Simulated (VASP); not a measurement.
# CdH2O2: time-dependent DFT spectra, part 4 of 4

Wanted: excitation energies of CdH2O2 by functional. The cell has space group P-3m1, a computed entry that need not be the common form of this compound. The start is a computed cell from the Materials Project.

VASP 6.6.1, plane waves and PAW; the level of theory is named at each step.

So far, lowest excitation (eV): step 5 (casida equation on LDA, time-dependent LDA, Casida form) 1.84; step 6 (random-phase approximation on LDA, RPA spectrum on LDA) 1.84; step 10 (casida equation on HSE06, time-dependent HSE06, Casida form) 3.68.

**11. Random-phase approximation on HSE06**

This step: RPA spectrum on HSE06; plane waves and PAW (Cd, O, H) (VASP 6.6.1).

With the exchange-correlation kernel off, only the local fields remain: the random-phase approximation.

INCAR

```
SYSTEM = CdH2O2
PREC = Accurate
ENCUT = 420
ISMEAR = 0
SIGMA = 0.01
LREAL = .FALSE.
LHFCALC = .TRUE.
AEXX = 0.25
GGA = PE
HFSCREEN = 0.2
LASPH = .TRUE.
NBANDS = 32
PRECFOCK = Fast
ALGO = TDHF
NBANDSO = 4
NBANDSV = 5
OMEGAMAX = 25
NEDOS = 1000
CSHIFT = 0.1
LWAVE = .FALSE.
LCHARG = .FALSE.
ANTIRES = 0
LFXC = .FALSE.
LADDER = .FALSE.
```

POSCAR

```
CdH2O2
1.0
    3.5155259648      0.0000000000      0.0000000000
   -1.7577629824      3.0445347931      0.0000000000
    0.0000000000      0.0000000000      4.6429792900
Cd O H
1 2 2
Direct
    0.0000000000      0.0000000000      0.0000000000
    0.6666666700      0.3333333300      0.7647888761
    0.3333333300      0.6666666700      0.2352111239
    0.6666666700      0.3333333300      0.5528399165
    0.3333333300      0.6666666700      0.4471600835
```

KPOINTS

```
Automatic mesh
0
Gamma
6 6 4
0 0 0
```

Potentials, in the order of the species: Cd, O and H (PBE family, release 64).

Launch:

```console
$ mpirun -np 4 vasp_std
```

The log of the run:

```text
[banner, memory and clock lines left out]
 LDA part: xc-table for (Slater+PW92), standard interpolation
 found WAVECAR, reading the header
 POSCAR, INCAR and KPOINTS ok, starting setup
 FFT: planning ... GRIDC
 FFT: planning ... GRID_SOFT
 FFT: planning ... GRID
 reading WAVECAR
 the WAVECAR file was read successfully
 initial charge from wavefunction
 available memory per node:    189.28 GB, setting MAXMEM to    193818

 Doing            0  frequencies on each core in blocks of            0
 parallelization over k-points
 Using distributed matrix
 Using distributed eigensolver
 allocating two-electron 4 orbital integral table    4    5    4    5
 BSE setting up matrix
 available memory per node:    189.53 GB, setting MAXMEM to    194076
 Calculate matrix elements of the BSE Hamiltonian:
 Workload is divided into blocks of two-electron 4 orbital integrals computed in
  parallel.
 Each block/integral has dimensions  of (   4,   5,   4,   5) orbitals
 Total number of blocks/integrals:                10440
 Number of spins:                                     1
 Number of kpoints:                                 144
 Spin channel:                                        1
  Number of blocks of unoccupied bands:               1
  Number of blocks of occupied bands:                 1
 Number of rows/columns of blocks:                  144

                                                        Time (sec)
               Integrals                 Ranks       Real         CPU
  [         1 -        576/     10440]     4         0.90        0.00
  [       577 -       1152/     10440]     4         2.10        0.00
  [      1153 -       1728/     10440]     4         3.34        0.00
  [      1729 -       2304/     10440]     4         4.57        0.00
  [      2305 -       2880/     10440]     4         5.74        0.00
  [      2881 -       3456/     10440]     4         6.80        0.00
  [      3457 -       4032/     10440]     4         7.94        0.00
  [      4033 -       4608/     10440]     4         9.11        0.00
  [      4609 -       5184/     10440]     4        10.20        0.00
  [      5185 -       5760/     10440]     4        11.10        0.00
  [      5761 -       6336/     10440]     4        11.99        0.00
  [      6337 -       6912/     10440]     4        12.89        0.00
  [      6913 -       7488/     10440]     4        13.79        0.00
  [      7489 -       8064/     10440]     4        14.68        0.00
  [      8065 -       8640/     10440]     4        15.55        0.00
  [      8641 -       9216/     10440]     4        16.45        0.00
  [      9217 -       9792/     10440]     4        17.34        0.00
  [      9793 -      10368/     10440]     4        18.25        0.00
  [     10369 -      10440/     10440]     4        18.48        0.00

[... 6 parts as in an earlier step ...]
```

Elapsed: 33 s, on 4 MPI ranks of AMD EPYC 7R43, shared host; peak memory 1.4 GiB; 2.1 min of CPU time.

From OUTCAR (step 11):

```text
   NELECT =      26.0000    total number of electrons

 E-fermi :   0.5018

[... 8 parts as in an earlier step ...]

[... 2 further parts left out ...]
```

Numbers from this step:

```yaml
lowest_excitation: 3.732 eV
```

The imaginary dielectric function has structure finer than the step of the table below, so its rows give means over 1 eV, whole bins alone (the curve runs from 0 to 25 eV). Peaks (eV: height): xx 6.8: 2.09, 7.1: 2.87, 8.6: 3.05, 9.0: 2.98, 10.0: 3.50, 11.4: 2.24, 11.9: 2.01; yy 6.8: 2.09, 7.1: 2.88, 8.6: 3.06, 9.0: 2.98, 10.0: 3.50, 11.4: 2.24, 11.9: 2.01; zz 10.3: 2.31, 11.0: 2.23, 11.5: 3.13, 12.1: 1.79, 12.7: 1.82, 13.3: 2.00, 14.6: 2.01.

From 4 filled and 5 empty bands alone, without any pair above OMEGAMAX = 25 eV, so strength is missing wherever others contribute; lines are broadened by CSHIFT, which also makes the tail under the first line. Table of imaginary dielectric function by photon energy; means over each step:

| photon energy (eV) | xx | yy | zz |
| --- | --- | --- | --- |
| 1 | 0.00434 | 0.00434 | 0.00124 |
| 2 | 0.0104 | 0.0104 | 0.00272 |
| 3 | 0.0241 | 0.0241 | 0.00475 |
| 4 | 0.292 | 0.292 | 0.00875 |
| 5 | 0.862 | 0.862 | 0.0613 |
| 6 | 0.855 | 0.855 | 0.127 |
| 7 | 1.78 | 1.78 | 0.388 |
| 8 | 1.37 | 1.37 | 0.405 |
| 9 | 2.36 | 2.36 | 0.829 |
| 10 | 2.40 | 2.40 | 1.57 |
| 11 | 1.58 | 1.58 | 1.84 |
| 12 | 1.52 | 1.52 | 1.91 |
| 13 | 1.34 | 1.34 | 1.42 |
| 14 | 1.40 | 1.40 | 1.00 |
| 15 | 1.11 | 1.10 | 1.22 |
| 16 | 0.360 | 0.373 | 0.273 |
| 17 | 0.0972 | 0.0909 | 0.178 |
| 18 | 0.0202 | 0.0188 | 0.0351 |
| 19 | 0.0111 | 0.0110 | 0.0223 |
| 20 | 0.00766 | 0.00765 | 0.00714 |
| 21 | 0.00570 | 0.00568 | 0.00504 |
| 22 | 0.00444 | 0.00443 | 0.00382 |
| 23 | 0.00357 | 0.00357 | 0.00301 |
| 24 | 0.00293 | 0.00292 | 0.00243 |

The lowest excitation lies at 3.732 eV, +4 meV against the direct gap of these orbitals. It is dark; the first state with over 2 % of the strongest strength among the lowest 40 lies at 4.467 eV. No second mesh in this session tests these energies, peaks and heights.

**12. Summary**

This step: time-dependent LDA, HSE06; plane waves and PAW (VASP 6.6.1).

No new run; the numbers come from the runs before.

Cost is wall time times ranks on a shared host, for this step alone, without the steps before it. Excitations by level:

| level | first excitation (eV) | cost (core minutes) |
| --- | --- | --- |
| Casida equation on LDA | 1.836 | 1.47 |
| random phases on LDA | 1.838 | 1.47 |
| Casida equation on HSE06 | 3.683 | 2.67 |
| random phases on HSE06 | 3.732 | 2.2 |

**13. Results**

```json
{
  "Casida equation on LDA": "lowest vertical excitation 1.836 eV; direct gap 1.834 eV",
  "RPA on LDA": "lowest vertical excitation 1.838 eV; direct gap 1.834 eV",
  "Casida equation on HSE06": "lowest vertical excitation 3.683 eV; direct gap 3.729 eV",
  "RPA on HSE06": "lowest vertical excitation 3.732 eV; direct gap 3.729 eV"
}
```

What this shows: Time-dependent HSE06 puts the lowest vertical singlet excitation at 3.683 eV, 0.05 eV below the direct gap of 3.729 eV; the states within 10 meV of it carry 0 % of the strength of the strongest such group among the lowest 40 states. The exchange-correlation kernel and the attraction move the centre of weight of eps2 xx over the computed range by -1.03 eV against the run in the random-phase approximation on HSE06. The LDA kernel binds nothing: its lowest excitation, 1.836 eV, sits at the direct gap of 1.834 eV. For the hybrids, on a mesh this coarse most of the distance from the gap can come from the q = 0 term of the exact exchange, which falls with the number of k points, so it doesn't show which functional binds an exciton. These are vertical excitations; an indirect gap can lie lower. The spectra were run on one mesh, so the distance from the gap isn't shown to be converged; coarse meshes tend to overstate it. Direct gaps by functional: 1.834 eV at LDA and 3.729 eV at HSE06. Exact exchange widens them. Only the bands set by NBANDSO and NBANDSV form pairs, and any pair above OMEGAMAX = 25 eV is dropped, so the spectrum is that of this window; the window can cut degenerate bands, and the ratio of directions in the curves is that of the window, not of the crystal. Spin-orbit coupling is left out; with Cd in the cell it can split or shift band edges, by an amount that depends on which atoms form them and isn't tested here. At HSE06 the same positions carry forces of up to 1.1 eV/Å. The given cell is kept, although it stands at -6.9 GPa at LDA and ENCUT = 420 eV, which holds the mismatch of the given cell with this functional and any basis-set error; the relaxation of the atoms, at LDA and ENCUT = 520 eV, gave -3.6 GPa. Not tabulated here, as repeats of values shown or as unfit to read for their mesh, reference level or band range: gaps (empty bands, relaxation); eps2 curves (empty bands); eps1 curves and static values (Casida equation, empty bands, random phases); line lists of runs without attraction (Casida equation, random phases).

[Lines on the potential files, build, host, timing and source positions are cut from VASP's logs without a mark.]

[Logs are printed without paths, hosts, clocks, repeated set-up lines and the standing remarks that a program may print on its own settings, such as how far it seeks lower states.]

[Hosts, paths, dates, database ids (printed as entryN), source tags and the programs' standing remarks are cut or masked in the printed files.]

[Pressures printed for these runs are not shown converged in the cutoff: they can be off by several GPa and have the wrong sign.]
